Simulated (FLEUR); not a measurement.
**MnS (Browneite): parallel and opposed starts**

Wanted: the moments of MnS (Browneite) and the energy of each order that was tried.

Program: FLEUR MaX-R8.1. Level of theory: PBE with U = 4 eV on Mn d; all-electron FLAPW, Dirac cores, scalar-relativistic bands. Results are calculated unless marked as measured.

## Step 1: The structure

It takes space group F-43m (No. 216, cubic). The conventional cell has a = 5.600 Å, b = 5.600 Å, c = 5.600 Å, α = 90.00°, β = 90.00°, γ = 90.00°. Nearest to Mn lie 4 S at 2.42 Å. Nearest to S lie 4 Mn at 2.42 Å. Farther neighbours and most contacts between anions are not listed.

## Step 2: Run 1 (ferro +)

The parallel start is the test of whether parallel moments hold. A Hubbard U acts on the open shell, since semilocal functionals spread its electrons too much.

inpgen writes inp.xml from crystal.txt; cutoffs, mixing, functional, smearing and local orbitals are then set in the file. The k list default-1 (kpts.xml, not shown) is a Γ-centred 8×8×8 mesh; where the ranks do not divide the number of points, some are split in two of half the weight.

The input, inp.xml:

```
<?xml version="1.0" encoding="UTF-8" standalone="no"?>
<fleurInput fleurInputVersion="0.39">
   <comment>
      MnS
   </comment>
   <calculationSetup>
      <cutoffs Kmax="4.26" Gmax="12.8" GmaxXC="12.8" numbands="0"/>
      <scfLoop itmax="120" minDistance="0.0001" maxIterBroyd="15" imix="Anderson" alpha="0.05" precondParam="0.0" spinf="2.0" sdNocoIR="T"/>
      <coreElectrons ctail="T" frcor="F" kcrel="0" coretail_lmax="0"/>
      <xcFunctional name="pbe" relativisticCorrections="F"/>
      <magnetism jspins="2"/>
      <soc l_soc="F" theta="0.0" phi="0.0" spav="F"/>
      <expertModes spex="0" secvar="F"/>
      <geometryOptimization l_f="F" forcealpha="1.0" forcemix="BFGS" epsdisp="0.00001" epsforce="0.00001"/>
      <ldaU l_linMix="F" mixParam="0.05" spinf="1.0"/>
   </calculationSetup>
   <cell>
      <bzIntegration valenceElectrons="21.0" mode="hist" fermiSmearingEnergy="0.00183747">
         <kPointListSelection listName="default-1"/>
         <xi:include xmlns:xi="http://www.w3.org/2001/XInclude" href="kpts.xml"> </xi:include>
      </bzIntegration>
      <xi:include xmlns:xi="http://www.w3.org/2001/XInclude" href="sym.xml"> </xi:include>
      <bulkLattice scale="1.0">
         <bravaisMatrix>
            <row-1>    0.0000000000000000     5.2912331488799991     5.2912331488799991</row-1>
            <row-2>    5.2912331488799991     0.0000000000000000     5.2912331488799991</row-2>
            <row-3>    5.2912331488799991     5.2912331488799991     0.0000000000000000</row-3>
         </bravaisMatrix>
      </bulkLattice>
   </cell>
   <atomSpecies>
      <species name="Manganese 4.500" element="Mn" atomicNumber="25">
         <mtSphere radius="2.7" gridPoints="893" logIncrement="0.014"/>
         <atomicCutoffs lmax="10" lnonsphr="8"/>
         <electronConfig flipSpins="F">
            <coreConfig>(1s1/2) (2s1/2) (2p1/2) (2p3/2)</coreConfig>
            <valenceConfig>(3s1/2) (3p1/2) (3p3/2) (4s1/2) (3d3/2) (3d5/2)</valenceConfig>
            <stateOccupation state="(3d3/2)" spinUp="1.75" spinDown="0.25"/>
            <stateOccupation state="(3d5/2)" spinUp="3.0" spinDown="0.0"/>
         </electronConfig>
         <energyParameters s="4" p="4" d="3" f="4"/>
         <ldaU l="2" U="4.0" J="0.0" l_amf="F"/>
         <lo type="SCLO" l="0" n="3" eDeriv="0"/>
         <lo type="SCLO" l="1" n="3" eDeriv="0"/>
      </species>
      <species name="Sulfur (S)" element="S" atomicNumber="16">
         <mtSphere radius="1.76" gridPoints="583" logIncrement="0.02"/>
         <atomicCutoffs lmax="6" lnonsphr="4"/>
         <electronConfig flipSpins="F">
            <coreConfig>(1s1/2) (2s1/2) (2p1/2) (2p3/2)</coreConfig>
            <valenceConfig>(3s1/2) (3p1/2) (3p3/2)</valenceConfig>
            <stateOccupation state="(3p1/2)" spinUp="0.666667" spinDown="0.666667"/>
            <stateOccupation state="(3p3/2)" spinUp="1.333333" spinDown="1.333333"/>
         </electronConfig>
         <energyParameters s="3" p="3" d="3" f="4"/>
      </species>
   </atomSpecies>
   <atomGroups>
      <atomGroup species="Manganese 4.500">
         <relPos label="                   1">.0000000000 .0000000000 .0000000000</relPos>
         <force calculate="T" relaxXYZ="TTT"/>
      </atomGroup>
      <atomGroup species="Sulfur (S)">
         <relPos label="                   2">1.000/4.000 1.000/4.000 1.000/4.000</relPos>
         <force calculate="T" relaxXYZ="TTT"/>
      </atomGroup>
   </atomGroups>
   <output dos="F" band="F" slice="F">
      <bandDOS minEnergy="-.5*Htr" maxEnergy="0.5*Htr" sigma="0.015" storeEVData="T"/>
      <plotting iplot="0" polar="F">
         <plot TwoD="T" vec1="  1.0  0.0  0.0" vec2="  0.0  1.0  0.0" vec3="  0.0  0.0  1.0" zero="  0.0  0.0  0.0" file="plot"/>
      </plotting>
      <moessbauerParams electricFieldGradient="F" isomerShift="F" coreHyperfine="F" valenceHyperfine="F"/>
   </output>
</fleurInput>
```

The input, crystal.txt:

```
MnS
&input film=F cartesian=F /
0.00000000000  2.80000000000  2.80000000000
2.80000000000  0.00000000000  2.80000000000
2.80000000000  2.80000000000  0.00000000000
1.8897261246
1.0 1.0 1.0

2
25 0.00000000000  0.00000000000  0.00000000000 : 4.500
16 0.25000000000  0.25000000000  0.25000000000

&kpt div1=8 div2=8 div3=8 gamma=T /
```

Command:

```
$ OMP_NUM_THREADS=1 inpgen -f crystal.txt > inpgen.log  # inp.xml is then edited as shown
$ OMP_NUM_THREADS=1 mpirun -n 4 fleur_MPI > fleur.log
```

The program printed:

```text
Welcome to FLEUR        (www.flapw.de)
      MaX-Release 8.1          (www.max-centre.eu)

 ========== k-point set info ==========
 Selected k-point list: default-1
 k-point list type: mesh
 0 x 0 x 0
 Number of k points: 32

 ------------Calculation Setup---------------------------
 Number of MPI-tasks      :            4
 Number of PE/node        :            4
 Number of OMP-threads    :            1
 k-points in parallel     :            4
 pe's per k-point         :            1
 No of k-point loops      :            8
 Eigenvalue solver        :       lapack
 Number of basis functions:          408
 Approximate size of matrices (H+S) per k-point:         0.005 GB
 --------------------------------------------------------
 no density matrix found ... skipping LDA+U
 Reset of history
 Iteration:     1   Distance:       9.16115605 me/bohr^3
 Iteration:     2   Distance:       8.75919925 me/bohr^3
 Iteration:     3   Distance:       8.06466259 me/bohr^3
 Iteration:     4   Distance:       4.11221082 me/bohr^3
 Iteration:     5   Distance:       2.19099475 me/bohr^3
 Iteration:     6   Distance:       1.67131475 me/bohr^3
 Iteration:     7   Distance:       0.33406742 me/bohr^3
 Iteration:     8   Distance:       0.31659687 me/bohr^3
 Iteration:     9   Distance:       0.05577538 me/bohr^3
 Iteration:    10   Distance:       0.04339138 me/bohr^3
 Iteration:    11   Distance:       0.00826494 me/bohr^3
 Iteration:    12   Distance:       0.00608083 me/bohr^3
 Iteration:    13   Distance:       0.00127929 me/bohr^3
 Iteration:    14   Distance:       0.00111221 me/bohr^3
 Iteration:    15   Distance:       0.00019136 me/bohr^3
 Iteration:    16   Distance:       0.00006043 me/bohr^3

 ********************************************************************
 Run finished successfully
 Stop message:
   all done
 ********************************************************************

--- out.xml (last complete iteration) ---
<iteration numberForCurrentRun="   16" overallNumber="   16">
         [... left out ...]
         <bandgap value="1.2276627866" units="eV"/>
         <sumValenceSingleParticleEnergies value="-15.2279882475" units="Htr"/>
         <FermiEnergy value="0.1760337018" units="Htr"/>
         <valenceDensity>
            <mtCharges spin="1">
               <mtCharge atomType="1" total="9.4829942" s="1.2592376" p="3.3095292" d="4.8699189" f="0.0314375"/>
               <mtCharge atomType="2" total="1.5704884" s="0.5532580" p="1.0017204" d="0.0142005" f="0.0010923"/>
            </mtCharges>
            <mtCharges spin="2">
               <mtCharge atomType="1" total="4.7524593" s="1.1908392" p="3.2189814" d="0.2988822" f="0.0306917"/>
               <mtCharge atomType="2" total="1.5323484" s="0.5475679" p="0.9824031" d="0.0022463" f="0.0000859"/>
            </mtCharges>
            <spinDependentCharge spin="1" total="13.0000000" interstitial="1.9465174" mtSpheres="11.0534826"/>
            <spinDependentCharge spin="2" total="8.0000000" interstitial="1.7151923" mtSpheres="6.2848077"/>
            <totalCharge value="21.0000000000"/>
         </valenceDensity>
         [... left out ...]
         <allElectronCharges>
            <spinDependentCharge spin="1" total="23.0000000" interstitial="1.9471436" mtSpheres="21.0528564"/>
            <spinDependentCharge spin="2" total="18.0000000" interstitial="1.7158177" mtSpheres="16.2841823"/>
            <totalCharge value="40.9999999932"/>
         </allElectronCharges>
         <magneticMomentsInMTSpheres units="muBohr">
            <globalMagMoment atomType="1" vec="0.00000   0.00000   4.73053"/>
            <localMagMoment atomType="1" vec="0.00000   0.00000   4.73053"/>
            <globalMagMoment atomType="2" vec="0.00000   0.00000   0.03814"/>
            <localMagMoment atomType="2" vec="0.00000   0.00000   0.03814"/>
         </magneticMomentsInMTSpheres>
         <moessbauerParams unitsHFF="kG" unitsIS="e/bohr^3" unitsEFG="Htr/bohr^2">
         </moessbauerParams>
         <totalEnergy value="    -1557.8536118062" units="Htr">
            <sumOfEigenvalues value="     -899.6872756177">
               <coreElectrons value="-884.4592873702"/>
               <valenceElectrons value="-15.2279882475"/>
            </sumOfEigenvalues>
            <densityCoulombPotentialIntegral value="-2372.6385099213"/>
            <densityEffectivePotentialIntegral value="-2473.8103198724"/>
            <chargeDenXCDenIntegral value="-78.0712711831"/>
            <FockExchangeEnergyValence value="0.0000000000"/>
            <FockExchangeEnergyCore value="0.0000000000"/>
            <atomTypeDependentContributions atomType="1">
               <electronNucleiInteractionDifferentMTs value="1382.8362367482"/>
               <MadelungTerm value="-5.8954494647"/>
            </atomTypeDependentContributions>
            <atomTypeDependentContributions atomType="2">
               <electronNucleiInteractionDifferentMTs value="466.7380042860"/>
               <MadelungTerm value="-12.4667194456"/>
            </atomTypeDependentContributions>
            <dftUCorrection value="-0.3502800275"/>
            <tkbTimesEntropy value="0.0000000000"/>
            <freeEnergy value="-1557.8536118062"/>
            <extrapolationTo0K value="-1557.8536118062"/>
         </totalEnergy>
         <ldaUDensityMatrix>
            <densityMatrixFor spin="1" atomType="1" uIndex="1" l="2" U="4.00000000" J="0.00000000">
               (+0.97254,+0.00000) (+0.00000,+0.00000) (+0.00000,+0.00000) (+0.00000,+0.00000) (-0.00724,+0.00000)
               (+0.00000,+0.00000) (+0.97978,+0.00000) (+0.00000,+0.00000) (+0.00000,+0.00000) (+0.00000,+0.00000)
               (+0.00000,+0.00000) (+0.00000,+0.00000) (+0.96529,+0.00000) (+0.00000,+0.00000) (+0.00000,+0.00000)
               (+0.00000,+0.00000) (+0.00000,+0.00000) (+0.00000,+0.00000) (+0.97978,+0.00000) (+0.00000,+0.00000)
               (-0.00724,+0.00000) (+0.00000,+0.00000) (+0.00000,+0.00000) (+0.00000,+0.00000) (+0.97254,+0.00000)
            </densityMatrixFor>
            <densityMatrixFor spin="2" atomType="1" uIndex="1" l="2" U="4.00000000" J="0.00000000">
               (+0.05368,+0.00000) (+0.00000,+0.00000) (+0.00000,+0.00000) (+0.00000,+0.00000) (-0.03050,+0.00000)
               (+0.00000,+0.00000) (+0.08417,+0.00000) (+0.00000,+0.00000) (+0.00000,+0.00000) (+0.00000,+0.00000)
               (+0.00000,+0.00000) (+0.00000,+0.00000) (+0.02318,+0.00000) (+0.00000,+0.00000) (+0.00000,+0.00000)
               (+0.00000,+0.00000) (+0.00000,+0.00000) (+0.00000,+0.00000) (+0.08417,+0.00000) (+0.00000,+0.00000)
               (-0.03050,+0.00000) (+0.00000,+0.00000) (+0.00000,+0.00000) (+0.00000,+0.00000) (+0.05368,+0.00000)
            </densityMatrixFor>
         </ldaUDensityMatrix>
         <ldaUDensityMatrixConvergence>
            <distance spin="1" distance="0.000001"/>
            <distance spin="2" distance="0.000000"/>
         </ldaUDensityMatrixConvergence>
         <densityConvergence units="me/bohr^3">
            <chargeDensity spin="1" distance="0.0000427265"/>
            <chargeDensity spin="2" distance="0.0000340403"/>
            <overallChargeDensity distance="0.0000604263"/>
            <spinDensity distance="0.0000481379"/>
         </densityConvergence>
      </iteration>
```

Wall time 31 s (4 MPI ranks of Intel Xeon Platinum 8488C (Sapphire Rapids), shared host); peak memory 0.27 GiB; 2.1 min of CPU time.

Read from the output:

* free energy: -42391.3563 eV
* program's band gap on this mesh (in a metal only a level spacing): 1.228 eV
* magnetization: 5 μB
* final state: ferromagnetic
* largest moment: 4.731 μB

After 16 cycles the largest moment stands at 4.73 μB.

(Continued in part 2 of 3.)

[Logs and program files are shortened in this print: banners, set-up blocks, solver, clock and traceback lines can be left out without a mark of their own.]

[Logs are printed without paths, hosts, clocks, repeated set-up lines and the standing remarks that a program may print on its own settings, such as how far it seeks lower states.]

[Hosts, paths, dates, database ids (printed as entryN), source tags and the programs' standing remarks are cut or masked in the printed files.]

[Where a cell is said to come from a database of computed structures, the database is the Materials Project.]
